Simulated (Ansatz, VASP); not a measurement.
**SiC in VASP and in Ansatz**

File INCAR:

```
SYSTEM = SiC
ALGO     = Normal         ! electronic algorithm
EDIFF    = 1E-7           ! SCF threshold, eV
ENCUT    = 520            ! plane-wave cutoff, eV
GGA      = PE             ! functional
ISIF     = 2              ! what is computed and relaxed
ISMEAR   = 0              ! smearing method
LASPH    = .TRUE.         ! aspherical terms in the spheres
LCHARG   = .TRUE.         ! write CHGCAR
LELF     = .TRUE.         ! ELF
LREAL    = .FALSE.        ! projectors in reciprocal space
LVHAR    = .TRUE.       
LWAVE    = .FALSE.        ! write WAVECAR
NBANDS   = 11             ! bands
NELM     = 60             ! most SCF steps
PREC     = Accurate       ! precision mode
SIGMA    = 0.05           ! smearing width, eV
```

Contents of KPOINTS:

```
k-points
0
G
  10 10 10
  0 0 0
```

The input POSCAR:

```
SiC
1.0
    0.0000000000      2.2446106974      2.2446106974
    2.2446106974      0.0000000000      2.2446106974
    2.2446106974      2.2446106974      0.0000000000
Si C
1 1
Direct
    0.0000000000      0.0000000000      0.0000000000
    0.7500000000      0.7500000000      0.7500000000
```

Input for Ansatz:

```yaml
crystal:
  lattice:
    - [0.0, 2.2446106974, 2.2446106974]
    - [2.2446106974, 0.0, 2.2446106974]
    - [2.2446106974, 2.2446106974, 0.0]
  atoms:
    - { symbol: Si, position: [0.0, 0.0, 0.0] }
    - { symbol: C, position: [0.75, 0.75, 0.75] }
basis:
  ecutwfc: 420
kpoints:
  mp_grid: { grid: [10, 10, 10] }
hamiltonian:
  xc: pbe
scf:
  occupations: { method: gaussian, width: 0.05 }
output:
  forces: true
  stress: true
  eigenvalues: true
```

Change from the starting cell: strain +0.025 along x and y, +0.025 along z, atoms carried along.

Alike in both runs: task single point; functional PBE; k mesh 10 × 10 × 10; occupations gaussian, width 0.05 eV; no spin polarisation.

|  | VASP | Ansatz |
| --- | --- | --- |
| version | VASP 6.6.1 | Ansatz 0.2.0 |
| potentials or method | VASP PAW PBE potentials, release 64 (Si, C) | scalar-relativistic, plane waves, PAW |
| plane-wave cutoff (eV) | 520 | 420 |
| valence electrons in the cell | 8 | 8 |

```tsv
	VASP	Ansatz	Ansatz less VASP
gap on the k mesh at the Fermi level (eV)	1.43	1.44	+0.002
least direct gap on the mesh (eV)	4.45	4.45	+0.002
pressure (GPa)	-13.6	-13.6	+0.02
```

A k mesh can miss the band edges.
